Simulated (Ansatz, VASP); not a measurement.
One calculation of HfB2, two programs

INCAR

```
SYSTEM = HfB2
  PREC = Accurate
  ENCUT = 520
  EDIFF = 1E-7
  ISMEAR = 0
  SIGMA = 0.1
  LREAL = .FALSE.
  LASPH = .TRUE.
  NELM = 100
  ALGO = Normal
  ISIF = 2
  LWAVE = .FALSE.
  LCHARG = .FALSE.
  GGA = PE
  NBANDS = 15
```

Contents of KPOINTS:

```
regular mesh
0
G
  6 6 6
  0 0 0
```

The input POSCAR:

```
HfB2
1.0
    3.1326790000      0.0000000000      0.0000000000
   -1.5663390000      2.7129800000      0.0000000000
    0.0000000000      0.0000000000      3.4792140000
Hf B
1 2
Direct
    0.0000000000      0.0000000000      0.0000000000
    0.3333330000      0.6666670000      0.5000000000
    0.6666670000      0.3333330000      0.5000000000
```

Input for Ansatz:

```yaml
crystal:
  lattice:
    - [3.132679, 0.0, 0.0]
    - [-1.566339, 2.71298, 0.0]
    - [0.0, 0.0, 3.479214]
  atoms:
    - { symbol: Hf, position: [0.0, 0.0, 0.0] }
    - { symbol: B, position: [0.333333, 0.666667, 0.5] }
    - { symbol: B, position: [0.666667, 0.333333, 0.5] }
basis:
  ecutwfc: 420
kpoints:
  mp_grid: { grid: [6, 6, 6] }
hamiltonian:
  xc: pbe
scf:
  occupations: { method: gaussian, width: 0.1 }
output:
  forces: true
  stress: true
  eigenvalues: true
```

The cell comes from a database or a generator and needn't be the stable form of this composition.

Alike in both runs: task single point; functional PBE; k mesh 6 × 6 × 6; occupations gaussian, width 0.1 eV; no spin polarisation.

|  | VASP | Ansatz |
| --- | --- | --- |
| version | VASP 6.6.1 | Ansatz 0.2.0 |
| potentials or method | VASP PAW PBE potentials, release 64 (Hf_pv, B) | scalar-relativistic, plane waves, PAW |
| plane-wave cutoff (eV) | 520 | 420 |
| valence electrons in the cell | 16 | 32 |

```csv
,VASP,Ansatz,Ansatz less VASP
gap on the k mesh at the Fermi level (eV),none,none,-
pressure (GPa),2.5,2.9,+0.37
largest component of the traceless stress (GPa),2.01,2.20,+0.193
```

A gap of «none» marks a metal or a gap that the smearing closes. The two sets of potentials don't hold the same shells in valence. Ansatz warned: «structure_snapped_to_symmetry».

Caveats: the k mesh is coarse (spacing up to 0.39 Å⁻¹), so the values aren't converged. The runs have no spin-orbit coupling, so splittings on Hf are missing.
